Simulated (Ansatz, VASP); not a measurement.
# GaN: VASP beside Ansatz

Aim: how closely do two programs agree when they are given the same cell, functional and k mesh? The cell is taken from a series of runs on this material, whose earlier steps may have relaxed, scaled, displaced or heated it; both programs get it as it stands.

Method: plane waves, with VASP 6.6.1 beside it; zone-centre phonons at LDA, in Ansatz 0.2.0.

## 1. The structure

It takes space group I-4m2 (No. 119, tetragonal). The conventional cell has a = 3.197 Å, b = 3.197 Å, c = 4.277 Å, α = 90.00°, β = 90.00°, γ = 90.00°. Nearest to N lie 4 Ga at 1.92 Å. Nearest to Ga lie 4 N at 1.92 Å. Farther neighbours and most contacts between anions are not listed.

## 2. VASP: zone-centre phonons, LDA

Second derivatives magnify differences that forces hide, and they need a tight electronic threshold.

Lines of VASP's logs that name or quote its potential files are left out, and so is its time.

Input file INCAR:

```
SYSTEM = GaN
PREC = Accurate
ENCUT = 600
EDIFF = 1E-08
NELM = 120
ISMEAR = 0
SIGMA = 0.01
LREAL = .FALSE.
ALGO = Normal
GGA = PW92
NBANDS = 15
LORBIT = 11
LWAVE = .FALSE.
LCHARG = .FALSE.
ISIF = 2
IBRION = 8
LEPSILON = .TRUE.
LASPH = .TRUE.
GGA_COMPAT = .FALSE.
EFERMI = MIDGAP
KPAR = 2
```

Input file POSCAR:

```
GaN
1.0
    0.0000000000      2.2606752072      2.1384984124
    2.2606752072      0.0000000000      2.1384984124
    2.2606752072      2.2606752072      0.0000000000
N Ga
1 1
Direct
    0.2500000000      0.2500000000      0.2500000000
    0.0000000000      0.0000000000      0.0000000000
```

Input file KPOINTS:

```
Automatic mesh
0
Gamma
12 12 12
0 0 0
```

The projector-augmented-wave data sets are N and Ga_d (LDA family, release 64).

The run is started by

```console
$ mpirun -np 2 vasp_std
```

Numbers of over 12 decimals in the logs are rounded to 6 here.

Log:

```text
[banner, memory and clock lines left out]
running    2 mpi-ranks, on    1 nodes
 distrk:  each k-point on    1 cores,    2 groups
 distr:  one band on    1 cores,    1 groups

 POSCAR found type information on POSCAR N Ga
 POSCAR found :  2 types and       2 ions
|                                                                             |
|               ----> ADVICE to this user running VASP <----                  |
|                                                                             |
|     You enforced a specific xc type in the INCAR file but a different       |
|     [... a line on the potential file left out ...]
|     I HOPE YOU KNOW WHAT YOU ARE DOING!                                     |
|                                                                             |

 LDA part: xc-table for (Slater(with rela. corr.)+PW92), standard interpolation
 POSCAR, INCAR and KPOINTS ok, starting setup
 FFT: planning ... GRIDC
 FFT: planning ... GRID_SOFT
 FFT: planning ... GRID
 WAVECAR not read
 entering main loop
       N       E                     dE             d eps       ncg     rms          rms(c)
DAV:   1     0.874619559678E+02    0.87462E+02   -0.10215E+04  5453   0.234E+03
DAV:   2    -0.975019579898E+01   -0.97212E+02   -0.90569E+02  5611   0.365E+02
DAV:   3    -0.159737439747E+02   -0.62235E+01   -0.61946E+01  5555   0.768E+01
DAV:   4    -0.160431521228E+02   -0.69408E-01   -0.69394E-01  6007   0.862E+00
DAV:   5    -0.160440717054E+02   -0.91958E-03   -0.91957E-03  5878   0.943E-01    0.768E+00
DAV:   6    -0.139870276620E+02    0.20570E+01   -0.52377E+00  7320   0.447E+01    0.265E+00
DAV:   7    -0.139606516731E+02    0.26376E-01   -0.27566E-01  5661   0.644E+00    0.169E+00
DAV:   8    -0.139357302458E+02    0.24921E-01   -0.68806E-02  5751   0.307E+00    0.687E-01
DAV:   9    -0.139324083158E+02    0.33219E-02   -0.13220E-02  6764   0.262E+00    0.190E-01
DAV:  10    -0.139324348310E+02   -0.26515E-04   -0.16272E-03  6005   0.598E-01    0.687E-02
DAV:  11    -0.139323778470E+02    0.56984E-04   -0.20109E-04  7426   0.260E-01    0.748E-03
DAV:  12    -0.139323796771E+02   -0.18301E-05   -0.16470E-05  5555   0.479E-02    0.245E-03
DAV:  13    -0.139323796773E+02   -0.21419E-09   -0.52428E-07  7485   0.143E-02    0.337E-04
DAV:  14    -0.139323796785E+02   -0.11819E-08   -0.25275E-08  5447   0.154E-03
   1 F= -.13932380E+02 E0= -.13932380E+02  d E =0.000000E+00
 Linear response reoptimize wavefunctions to high precision
DAV:   1    -0.139323796784E+02    0.10641E-09   -0.24058E-09  4620   0.573E-04
DAV:   2    -0.139323796785E+02   -0.37289E-10   -0.43073E-10  3166   0.191E-04
 Linear response G [H, r] |phi>, progress :
  Direction:   1
       N       E                     dE             d eps       ncg     rms
 LRF_COMMUTATOR internal error: the vector H(1)-e(1) S(1) |phi(0)> is not orthog
 onal to |phi(0)> (-1.025063507080759E-004,-1.293409823688307E-014)
 LRF_COMMUTATOR internal error: the vector H(1)-e(1) S(1) |phi(0)> is not orthog
 onal to |phi(0)> (1.169279511927801E-004,1.490474410559273E-014)
 LRF_COMMUTATOR internal error: the vector H(1)-e(1) S(1) |phi(0)> is not orthog
 onal to |phi(0)> (1.212667201384438E-004,-4.771183448326610E-014)
 LRF_COMMUTATOR internal error: the vector H(1)-e(1) S(1) |phi(0)> is not orthog
 onal to |phi(0)> (-1.119081571925307E-004,-1.021405182655144E-014)
 LRF_COMMUTATOR internal error: the vector H(1)-e(1) S(1) |phi(0)> is not orthog
 onal to |phi(0)> (-1.000214569937090E-004,-1.564720575331080E-015)
 LRF_COMMUTATOR internal error: the vector H(1)-e(1) S(1) |phi(0)> is not orthog
 onal to |phi(0)> (1.231244288595126E-004,-5.873773689657469E-015)
 LRF_COMMUTATOR internal error: the vector H(1)-e(1) S(1) |phi(0)> is not orthog
 onal to |phi(0)> (-1.069809323270832E-004,-1.221245327087672E-015)
 LRF_COMMUTATOR internal error: the vector H(1)-e(1) S(1) |phi(0)> is not orthog
 onal to |phi(0)> (1.028292744887065E-004,4.371503159461554E-015)
 LRF_COMMUTATOR internal error: the vector H(1)-e(1) S(1) |phi(0)> is not orthog
 onal to |phi(0)> (-1.094890060048259E-004,3.329281295094688E-014)
 LRF_COMMUTATOR internal error: the vector H(1)-e(1) S(1) |phi(0)> is not orthog
 onal to |phi(0)> (1.010959373702377E-004,3.972516759986888E-014)
 LRF_COMMUTATOR internal error: the vector H(1)-e(1) S(1) |phi(0)> is not orthog
 onal to |phi(0)> (-1.298944846303690E-004,1.554312234475219E-015)
 LRF_COMMUTATOR internal error: the vector H(1)-e(1) S(1) |phi(0)> is not orthog
 onal to |phi(0)> (1.435693226572408E-004,-8.736067425019201E-015)
 LRF_COMMUTATOR internal error: the vector H(1)-e(1) S(1) |phi(0)> is not orthog
 onal to |phi(0)> (-1.092007906497647E-004,1.262878690511116E-015)
 LRF_COMMUTATOR internal error: the vector H(1)-e(1) S(1) |phi(0)> is not orthog
 onal to |phi(0)> (1.034513281624513E-004,-1.688753303863422E-015)
[...]
RMM:   8    -0.292662036657E+00    0.31154E-08    0.65135E-09  8235   0.673E-04
 change of polarisation eV/A/(eV/A) component  3 :     0.189    -0.119     0.585
 dielectric tensor                  component  3 :     1.566    -0.988     5.846
 Linear response to external field, progress :
  Direction:   1
       N       E                     dE             d eps       ncg     rms          rms(c)
RMM:   1    -0.426398936666E-01   -0.42640E-01    0.17679E+00 15447   0.754E+00
[...]
RMM:   3    -0.286388490579E+00    0.44337E-02   -0.48191E-03 16903   0.555E-01    0.470E-01
RMM:   4    -0.294507934624E+00   -0.81194E-02   -0.40943E-03 16872   0.561E-01    0.334E-02
RMM:   5    -0.294602455196E+00   -0.94521E-04   -0.27524E-04 17590   0.139E-01    0.281E-02
RMM:   6    -0.294626854339E+00   -0.24399E-04   -0.24511E-05 17473   0.359E-02    0.911E-03
RMM:   7    -0.294866852493E+00   -0.24000E-03   -0.37953E-06 17140   0.141E-02    0.150E-03
RMM:   8    -0.294856855734E+00    0.99968E-05   -0.43336E-07 17727   0.394E-03    0.255E-04
RMM:   9    -0.294860775776E+00   -0.39200E-05   -0.82085E-08 17851   0.962E-04    0.145E-04
RMM:  10    -0.294857998431E+00    0.27773E-05   -0.19722E-08 17382   0.364E-04    0.418E-05
RMM:  11    -0.294858339576E+00   -0.34115E-06    0.11066E-08 13284   0.115E-04    0.706E-06
 change of polarisation eV/A/(eV/A) component  3 :     0.157     0.021     0.560
 dielectric tensor                  component  3 :     1.301     0.175     5.632
 Linear response DOF=           4
 Linear response progress:
  Degree of freedom:   1/  4
       N       E                     dE             d eps       ncg     rms          rms(c)
RMM:   1    -0.236903010894E+00   -0.23690E+00    0.90529E-02 33852   0.410E+00
RMM:   2    -0.227420654977E+00    0.94824E-02   -0.91962E-03 24666   0.106E+00    0.146E-01
RMM:   3    -0.228489241132E+00   -0.10686E-02   -0.15764E-03 27360   0.341E-01    0.715E-02
RMM:   4    -0.229729284422E+00   -0.12400E-02   -0.37704E-04 27271   0.136E-01    0.177E-02
RMM:   5    -0.229808137459E+00   -0.78853E-04   -0.12563E-05 28046   0.317E-02    0.258E-03
RMM:   6    -0.229758371417E+00    0.49766E-04   -0.89097E-07 27589   0.805E-03    0.120E-03
RMM:   7    -0.229751841004E+00    0.65304E-05   -0.41476E-08 28908   0.200E-03    0.176E-04
RMM:   8    -0.229750490729E+00    0.13503E-05   -0.10958E-08 28431   0.511E-04    0.259E-05
RMM:   9    -0.229750155967E+00    0.33476E-06   -0.47506E-09 28980   0.159E-04    0.100E-05
RMM:  10    -0.229750313472E+00   -0.15750E-06   -0.50456E-09 28392   0.693E-05    0.146E-06
RMM:  11    -0.229750314965E+00   -0.14932E-08   -0.43467E-09 28769   0.368E-05    0.383E-07
 first order change of Fermi-energy   0.18675E-03
 force on displaced ion       1 direction 1 : -13.967  -0.000  -0.000
 Born effective charge ion    1 direction 1 :  -2.658   0.000   0.000
 Linear response progress:
  Degree of freedom:   2/  4
       N       E                     dE             d eps       ncg     rms          rms(c)
RMM:   1    -0.235675274442E+00   -0.23568E+00    0.96436E-02 19285   0.402E+00
RMM:   2    -0.227771931326E+00    0.79033E-02   -0.85039E-03 14451   0.102E+00    0.144E-01
RMM:   3    -0.228851515807E+00   -0.10796E-02   -0.14870E-03 16076   0.330E-01    0.711E-02
RMM:   4    -0.230091821585E+00   -0.12403E-02   -0.34107E-04 15898   0.130E-01    0.181E-02
RMM:   5    -0.230195275267E+00   -0.10345E-03   -0.12150E-05 16560   0.310E-02    0.321E-03
RMM:   6    -0.230134423053E+00    0.60852E-04   -0.92764E-07 16094   0.804E-03    0.124E-03
RMM:   7    -0.230126066931E+00    0.83561E-05   -0.44186E-08 16988   0.202E-03    0.994E-05
RMM:   8    -0.230125480695E+00    0.58624E-06   -0.93122E-09 16625   0.491E-04    0.227E-05
RMM:   9    -0.230125162652E+00    0.31804E-06   -0.53514E-09 16896   0.155E-04    0.849E-06
RMM:  10    -0.230125269554E+00   -0.10690E-06   -0.59325E-09 16731   0.670E-05    0.138E-06
RMM:  11    -0.230125284487E+00   -0.14933E-07   -0.54954E-09 16736   0.365E-05    0.545E-07
RMM:  12    -0.230125279152E+00    0.53352E-08   -0.55581E-09 15077   0.272E-05    0.162E-07
 first order change of Fermi-energy   0.13640E-02
 force on displaced ion       1 direction 3 :  -0.000  -0.000 -13.011
 Born effective charge ion    1 direction 3 :   0.000   0.000  -2.565
 Linear response progress:
  Degree of freedom:   3/  4
       N       E                     dE             d eps       ncg     rms          rms(c)
RMM:   1    -0.163629523206E+00   -0.16363E+00    0.26649E-01 18249   0.926E+00
RMM:   2    -0.161220635451E+00    0.24089E-02   -0.35033E-02 27926   0.170E+00    0.570E-02
RMM:   3    -0.161420429550E+00   -0.19979E-03   -0.24954E-03 28199   0.402E-01    0.345E-02
RMM:   4    -0.161048001886E+00    0.37243E-03   -0.17769E-04 29728   0.112E-01    0.371E-03
RMM:   5    -0.161058714909E+00   -0.10713E-04   -0.12018E-05 30323   0.321E-02    0.222E-03
RMM:   6    -0.161052824872E+00    0.58900E-05   -0.18126E-06 30429   0.102E-02    0.329E-04
RMM:   7    -0.161052855619E+00   -0.30747E-07   -0.68628E-08 30816   0.351E-03    0.216E-04
RMM:   8    -0.161052967995E+00   -0.11238E-06    0.21414E-08 30654   0.121E-03    0.314E-05
RMM:   9    -0.161052934171E+00    0.33825E-07    0.32910E-09 31183   0.443E-04    0.111E-05
RMM:  10    -0.161052841841E+00    0.92329E-07    0.31384E-08 30584   0.180E-04    0.252E-06
RMM:  11    -0.161052841112E+00    0.72962E-09   -0.20267E-08 31304   0.820E-05    0.842E-07
 first order change of Fermi-energy  -0.60616E-05
 force on displaced ion       2 direction 1 : -13.965   0.000  -0.000
 Born effective charge ion    2 direction 1 :   2.657   0.000   0.000
 Linear response progress:
  Degree of freedom:   4/  4
       N       E                     dE             d eps       ncg     rms          rms(c)
RMM:   1    -0.162531652752E+00   -0.16253E+00    0.31545E-01 10685   0.934E+00
RMM:   2    -0.160761796933E+00    0.17699E-02   -0.34860E-02 16262   0.168E+00    0.552E-02
RMM:   3    -0.160954620575E+00   -0.19282E-03   -0.22282E-03 16602   0.381E-01    0.333E-02
RMM:   4    -0.160585648312E+00    0.36897E-03   -0.13402E-04 17254   0.107E-01    0.336E-03
RMM:   5    -0.160595552057E+00   -0.99037E-05   -0.10084E-05 17865   0.310E-02    0.200E-03
RMM:   6    -0.160590979640E+00    0.45724E-05   -0.94454E-07 17762   0.985E-03    0.313E-04
RMM:   7    -0.160591010425E+00   -0.30785E-07    0.17454E-08 18083   0.340E-03    0.142E-04
RMM:   8    -0.160591179666E+00   -0.16924E-06    0.14288E-07 17988   0.117E-03    0.372E-05
RMM:   9    -0.160590975279E+00    0.20439E-06    0.73604E-08 17901   0.433E-04    0.777E-06
RMM:  10    -0.160590926077E+00    0.49201E-07    0.32088E-08 18168   0.174E-04    0.177E-06
RMM:  11    -0.160590924947E+00    0.11308E-08    0.18268E-08 18201   0.772E-05    0.515E-07
 first order change of Fermi-energy   0.14378E-04
 force on displaced ion       2 direction 3 :   0.000   0.000 -13.007
 Born effective charge ion    2 direction 3 :   0.000   0.000   2.563
 Born effective charges drift removed
 Linear response finished
```

OUTCAR, selected parts (step 2):

```text
ion  position               nearest neighbor table
   1  0.250  0.250  0.250-   2 1.92   2 1.92   2 1.92   2 1.92
   2  0.000  0.000  0.000-   1 1.92   1 1.92   1 1.92   1 1.92

  LATTYP: Found a body centered tetragonal cell.
 ALAT       =     3.1970775381
 C/A-ratio  =     1.3377832642

 Subroutine GETGRP returns: Found  8 space group operations
 (whereof  8 operations were pure point group operations)

The static configuration has the point symmetry D_2d.

 Found    163 irreducible k-points:

   k-points           NKPTS =    163   k-points in BZ     NKDIM =    163   number of bands    NBANDS=     15

   dimension x,y,z NGX =    28 NGY =   28 NGZ =   28
   dimension x,y,z NGXF=    56 NGYF=   56 NGZF=   56

   ENCUT  =  600.0 eV  44.10 Ry    6.64 a.u.   6.22  6.22  6.39*2*pi/ulx,y,z

   NELECT =      18.0000    total number of electrons

 k-points in reciprocal lattice and weights: Automatic mesh
   0.00000000  0.00000000  0.00000000       0.001
   0.08333333 -0.00000000  0.00000000       0.005
   0.16666667  0.00000000  0.00000000       0.005
   0.25000000  0.00000000  0.00000000       0.005
   0.33333333  0.00000000  0.00000000       0.005
   0.41666667  0.00000000  0.00000000       0.005
   0.50000000  0.00000000  0.00000000       0.002
   0.08333333  0.08333333  0.00000000       0.001
   0.16666667  0.08333333  0.00000000       0.005
[...]
-0.33333333  0.16666667  0.50000000       0.002
  -0.25000000  0.25000000  0.50000000       0.001

 average (electrostatic) potential at core
       1 -61.5107       2 -64.2563

  Total        0.1193700      0.1193700      0.9658143      0.0000000      0.0000000      0.0000000
  in kB        8.7496489      8.7496489     70.7927726      0.0000000      0.0000000      0.0000000
  external PRESSURE =      29.4306901 kB  Pullay stress =       0.0000000 kB

  energy-cutoff  :      600.00
  volume of cell :       21.86
      direct lattice vectors                 reciprocal lattice vectors
     0.000000000  2.260675207  2.138498412    -0.221172860  0.221172860  0.233808918
     2.260675207  0.000000000  2.138498412     0.221172860 -0.221172860  0.233808918
     2.260675207  2.260675207  0.000000000     0.221172860  0.221172860 -0.233808918

 POSITION                                       TOTAL-FORCE (eV/Angst)
 -----------------------------------------------------------------------------------
      1.13034      1.13034      1.06925         0.000000      0.000000     -0.000000
      0.00000      0.00000      0.00000         0.000000     -0.000000      0.000000
 -----------------------------------------------------------------------------------
    total drift:                                0.000000      0.000000     -0.000000

 MACROSCOPIC STATIC DIELECTRIC TENSOR (including local field effects in DFT)
 ------------------------------------------------------
           5.707465     0.000000     0.000000
          -0.000000     5.707465     0.000000
           0.000000     0.000000     5.632001
 ------------------------------------------------------

 PIEZOELECTRIC TENSOR (including local field effects)  for field in x, y, z        (C/m^2)
          XX          YY          ZZ          XY          YZ          ZX
  --------------------------------------------------------------------------------
  x     0.00000     0.00000    -0.00000     0.00000    -0.98678     0.00000
  y     0.00000     0.00000     0.00000     0.00000     0.00000    -0.98678
  z     0.00000     0.00000     0.00000    -1.05385     0.00000     0.00000

 BORN EFFECTIVE CHARGES (including local field effects) (in |e|, cummulative output)
 ---------------------------------------------------------------------------------
 ion    1
    1    -2.65764     0.00000     0.00000
    2     0.00000    -2.65764     0.00000
    3     0.00000     0.00000    -2.56397
 ion    2
    1     2.65764     0.00000    -0.00000
    2     0.00000     2.65764    -0.00000
    3     0.00000     0.00000     2.56397

 Eigenvectors and eigenvalues of the dynamical matrix
 ----------------------------------------------------

   1 f  =   17.110446 THz   107.508103 2PiTHz  570.743046 cm-1    70.763087 meV
             X         Y         Z           dx          dy          dz
      1.130338  1.130338  1.069249    -0.912576    0.000000    0.000000
      0.000000  0.000000  0.000000     0.408907    0.000000    0.000000

   2 f  =   17.110446 THz   107.508103 2PiTHz  570.743046 cm-1    70.763087 meV
             X         Y         Z           dx          dy          dz
      1.130338  1.130338  1.069249     0.000000    0.912576    0.000000
      0.000000  0.000000  0.000000     0.000000   -0.408907    0.000000

   3 f  =   16.513989 THz   103.760455 2PiTHz  550.847389 cm-1    68.296341 meV
             X         Y         Z           dx          dy          dz
      1.130338  1.130338  1.069249     0.000000   -0.000000    0.912583
      0.000000  0.000000  0.000000     0.000000   -0.000000   -0.408891

   4 f/i=    0.000530 THz     0.003328 2PiTHz    0.017668 cm-1     0.002191 meV
             X         Y         Z           dx          dy          dz
      1.130338  1.130338  1.069249     0.000000    0.408907   -0.000000
      0.000000  0.000000  0.000000     0.000000    0.912576   -0.000000

   5 f/i=    0.000530 THz     0.003328 2PiTHz    0.017668 cm-1     0.002191 meV
             X         Y         Z           dx          dy          dz
      1.130338  1.130338  1.069249     0.408907    0.000000    0.000000
      0.000000  0.000000  0.000000     0.912576    0.000000    0.000000

   6 f/i=    0.000802 THz     0.005042 2PiTHz    0.026766 cm-1     0.003318 meV
             X         Y         Z           dx          dy          dz
      1.130338  1.130338  1.069249     0.000000    0.000000    0.408891
      0.000000  0.000000  0.000000     0.000000    0.000000    0.912583

 MACROSCOPIC STATIC DIELECTRIC TENSOR IONIC CONTRIBUTION
 ------------------------------------------------------
           4.186580     0.000000     0.000000
           0.000000     4.186580    -0.000000
           0.000000    -0.000000     4.183383
 ------------------------------------------------------

 ELASTIC MODULI CONTR FROM IONIC RELAXATION (kBar)
 Direction    XX          YY          ZZ          XY          YZ          ZX
 --------------------------------------------------------------------------------
 XX           0.0000      0.0000      0.0000      0.0000      0.0000      0.0000
 YY           0.0000      0.0000      0.0000      0.0000      0.0000      0.0000
 ZZ           0.0000      0.0000      0.0000      0.0000      0.0000      0.0000
 XY           0.0000      0.0000      0.0000   -494.5379     -0.0000      0.0000
 YZ           0.0000      0.0000      0.0000     -0.0000   -502.7678     -0.0000
 ZX           0.0000      0.0000      0.0000      0.0000     -0.0000   -489.6652
 --------------------------------------------------------------------------------

 PIEZOELECTRIC TENSOR IONIC CONTR  for field in x, y, z        (C/m^2)
          XX          YY          ZZ          XY          YZ          ZX
  --------------------------------------------------------------------------------
  x     0.00000     0.00000     0.00000     0.00000     1.36517     0.00000
  y     0.00000     0.00000     0.00000    -0.00000     0.00000     1.34726
  z     0.00000     0.00000     0.00000     1.35343     0.00000    -0.00000
```

The dielectric response converges more slowly with the mesh than energies do, so tensor and charges may still move on a finer one.

[end of part 1 of 2]

[Lines on the potential files, build, host, timing and source positions are cut from VASP's logs without a mark.]

[Logs are printed without paths, hosts, clocks, repeated set-up lines and the standing remarks that a program may print on its own settings, such as how far it seeks lower states.]

[Hosts, paths, dates, database ids (printed as entryN), source tags and the programs' standing remarks are cut or masked in the printed files.]
